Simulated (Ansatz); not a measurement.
**HfO2 (Fm-3m): convergence test of the k-point mesh in Python**

How fine a k-point mesh does HfO2 (Fm-3m) need? The task is a convergence test of the k-point mesh, for HfO2 (Fm-3m).

Program: Ansatz 0.2.0 through its Python package. Level of theory: DFT PBE, plane waves, PAW. These are calculated values, not measurements.

### 1 Starting point

The structure is cubic, space group Fm-3m (No. 225). The conventional cell has a = 5.115 Å, b = 5.115 Å, c = 5.115 Å, α = 90.00°, β = 90.00°, γ = 90.00°. Hf (site symmetry m-3m) has 8 O at 2.21 Å as nearest neighbours. O (site symmetry -43m) is surrounded by 4 Hf at 2.21 Å.

No structure file is read: the coordinates are typed or built in the script.

### 2 Script

hfo2.py

```python
"""k-point test for HfO2."""

from dataclasses import dataclass
import csv

import ansatz as az


@dataclass
class Settings:
    xc: str = "pbe"
    cutoff_ev: int = 420


settings = Settings()

cell = (
    az.Lattice.of((0.0, 2.5575, 2.5575), (2.5575, 0.0, 2.5575), (2.5575, 2.5575, 0.0))
    .atom("Hf", (0.0, 0.0, 0.0))
    .atom("O", (0.25, 0.25, 0.25))
    .atom("O", (0.75, 0.75, 0.75))
)

setup = (
    cell.calculation()
    .functional(settings.xc)
    .basis(settings.cutoff_ev)
    .occupations(az.OccupationsMethod.FIXED)
    .band_table()
)

rows = []
for value in [(3, 3, 3), (4, 4, 4), (5, 5, 5), (6, 6, 6), (8, 8, 8), (9, 9, 9)]:
    rep = setup.kpoints(mesh=value).run().report
    rows.append((value, rep["free_energy_ev"] / len(rep["lattice"]["sites"]), rep["n_iterations"], rep["gap_by_band_count_ev"], rep["n_kpoints"]))

with open("kconv.csv", "w", newline="") as handle:
    writer = csv.writer(handle)
    writer.writerow(["mesh", "F/atom (eV)", "iterations", "gap by band count (eV)", "k-points"])
    writer.writerows([round(v, 5) if isinstance(v, float) else v for v in row] for row in rows)

# the last row is the reference
for row in rows[:-1]:
    shift = 1000 * (row[1] - rows[-1][1])
    print(f"{row[0]}: {shift:+.2f} meV/atom" + ("  (within 5 meV)" if abs(shift) < 5 else ""))
```

### 3 The input behind the calls

The engine receives this input (first run):

```yaml
crystal:
  lattice:
    - [0.0, 2.5575, 2.5575]
    - [2.5575, 0.0, 2.5575]
    - [2.5575, 2.5575, 0.0]
  atoms:
    - { symbol: Hf, position: [0.0, 0.0, 0.0] }
    - { symbol: O, position: [0.25, 0.25, 0.25] }
    - { symbol: O, position: [0.75, 0.75, 0.75] }
basis:
  ecutwfc: 420.0
kpoints:
  mp_grid:
    grid: [3, 3, 3]
hamiltonian:
  xc: pbe
scf:
  occupations:
    method: fixed
output:
  eigenvalues: true
```

### 4 The run

The run is started by

```sh
$ python hfo2.py
```

The log of the run:

```text
(3, 3, 3): +3.62 meV/atom  (within 5 meV)
(4, 4, 4): +0.51 meV/atom  (within 5 meV)
(5, 5, 5): +0.14 meV/atom  (within 5 meV)
(6, 6, 6): +0.00 meV/atom  (within 5 meV)
(8, 8, 8): +0.04 meV/atom  (within 5 meV)
```

It took 5.6 s on 1 thread of Intel Xeon Platinum 8488C (Sapphire Rapids), shared host; peak memory 0.37 GiB.

File kconv.csv afterwards:

```csv
mesh,F/atom (eV),iterations,gap by band count (eV),k-points
"(3, 3, 3)",-5620.46553,7,4.4244,4
"(4, 4, 4)",-5620.46864,6,3.72011,8
"(5, 5, 5)",-5620.469,6,4.01609,10
"(6, 6, 6)",-5620.46914,6,3.72047,16
"(8, 8, 8)",-5620.46911,6,3.72042,29
"(9, 9, 9)",-5620.46914,6,3.8275,35
```

### 5 Inputs of later runs

The engine's inputs for some of the other runs:

Run 2, against run 1:

```diff
@@ -14 +14 @@
-    grid: [3, 3, 3]
+    grid: [4, 4, 4]
```

Run 4, against run 1:

```diff
@@ -14 +14 @@
-    grid: [3, 3, 3]
+    grid: [6, 6, 6]
```

Run 5, against run 1:

```diff
@@ -14 +14 @@
-    grid: [3, 3, 3]
+    grid: [8, 8, 8]
```

Lines on the test bed's own set-up are left out of the output.

### 6 The engine's runs

One row for each of the 6 runs:

```tsv
run	k mesh	energy from run 6 (meV/atom)	gap on the mesh (eV)	SCF cycles	CPU time (s)
1	[3, 3, 3]	3.62	4.42	7	0.45
2	[4, 4, 4]	0.51	3.72	6	0.43
3	[5, 5, 5]	0.14	4.02	6	0.43
4	[6, 6, 6]	0.00	3.72	6	0.7
5	[8, 8, 8]	0.04	3.72	6	1
6	[9, 9, 9]	0.00	3.83	6	1.2
```

### 7 Outcome

| quantity | value |
| --- | --- |
| runs compared | 6 |
| last run but one, from the last | +0.04 meV/atom |
| within 5 meV/atom of the last run from | [3, 3, 3] |

What this shows: From 3×3×3 on it stays within 5 meV an atom of the value at 9×9×9; the first row (3×3×3) is off by 3.6 meV and the last but one by 0.04 meV. Notes:
- Spin is left out of this run.
- Along an axis with an odd division the mesh misses the point at one half; a gap read on a finite mesh is an upper bound on this functional's gap.
- Shifts are counted from the finest mesh, which is itself no proven limit. Spin-orbit coupling is left out, though heavy elements are present.
